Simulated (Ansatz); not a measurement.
**MgO in Ansatz: the effect of functional**

MgO:

```
CELL_PARAMETERS angstrom
3.32969 0.00000 0.00000
-1.66485 2.88360 0.00000
0.00000 0.00000 5.01588
ATOMIC_POSITIONS crystal
Mg 0.66667 0.33333 0.50216
Mg 0.33333 0.66667 0.00216
O 0.66667 0.33333 0.90244
O 0.33333 0.66667 0.40244
```

Measurements of this composition are mostly on another form, of space group No. 225.

The cell isn't the ideal one: volume scaled by 1.02.

Alike in all runs:

```yaml
Program: Ansatz 0.2.0
Task: single point
Potentials_or_basis: Ansatz PAW
k_mesh: 9 × 9 × 6
Occupations: fermi-dirac, width 0.05 eV
Spin: no spin polarisation
```

```tsv
functional	cutoff	gap on the mesh (eV)	pressure (GPa)	largest force (eV/Å)
LDA	420 eV (not typed: the program's choice for these potentials)	3.25	-6.4	0.06
PBEsol	420 eV (not typed: the program's choice for these potentials)	3.24	-2.0	0.03
r2SCAN	500 eV (not typed: the program's choice for these potentials)	?	?	?
```

Task: What does the run with functional r2SCAN give?

Result: gap on the mesh 4.03 eV; pressure -2.9 GPa; largest force 0.04 eV/Å.

Caveats: odd divisions of the mesh miss points on the zone boundary, where band edges often lie, so the gap on the mesh can be too wide; the PAW data sets come from PBE, with cores solved anew for the run's functional, which leaves a small shift of forces and pressure.

A k mesh can miss the band edges.
